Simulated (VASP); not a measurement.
**CdS: single point with PBE**

Sheet: CdS, a sheet with vacuum.

```
CELL_PARAMETERS angstrom
6.67572 0.00000 0.00000
0.00000 4.38506 0.00000
0.00000 0.00000 26.74295
ATOMIC_POSITIONS crystal
Cd 0.50000 0.00000 0.31408
S 0.50000 0.50000 0.28421
```

The cell was built by a generator and needn't be a form met in nature.

```json
{
 "Program": "VASP 6.6.1",
 "Task": "single point",
 "Functional": "PBE",
 "Potentials or basis": "VASP PAW PBE potentials, release 64 (Cd, S)",
 "Cutoff": "520 eV",
 "k mesh": "4 × 6 × 1",
 "Occupations": "gaussian, width 0.02 eV",
 "Spin": "no spin polarisation",
 "Dipole correction": "yes",
 "Further INCAR settings": "ALGO = Fast; EDIFF = 1e-06; NBANDS = 16"
}
```

- Largest force: 0.058 eV/Å
- Band gap on the k mesh: 1.88 eV, indirect (least direct gap 2.60 eV)

Forces on the atoms (eV/Å):
```
Cd   0.000  0.000  0.058
S    0.000  0.000 -0.058
```

Levels at points of the mesh, in eV from the valence-band top:
```tsv
k point	band 6	band 7	band 8	band 9	band 10	band 11	band 12	band 13
(0.00, 0.00, 0.00)	-7.25	-1.45	-1.37	-0.75	1.88	4.07	4.93	5.48
(0.50, 0.00, 0.00)	-7.25	-1.45	-1.35	-0.81	1.98	4.35	4.37	5.68
(0.00, 0.50, 0.00)	-7.51	-3.63	-0.72	0.00	2.60	4.35	5.67	6.61
(0.50, 0.50, 0.00)	-7.51	-3.62	-0.71	-0.03	2.66	3.90	6.28	6.81
```

It took 9 min on 1 thread of Intel(R) Xeon(R) Platinum 8488C (Sapphire Rapids) (shared host), peak memory 0.79 GiB.

A hybrid or GW would open this gap; PBE tends to underestimate it.
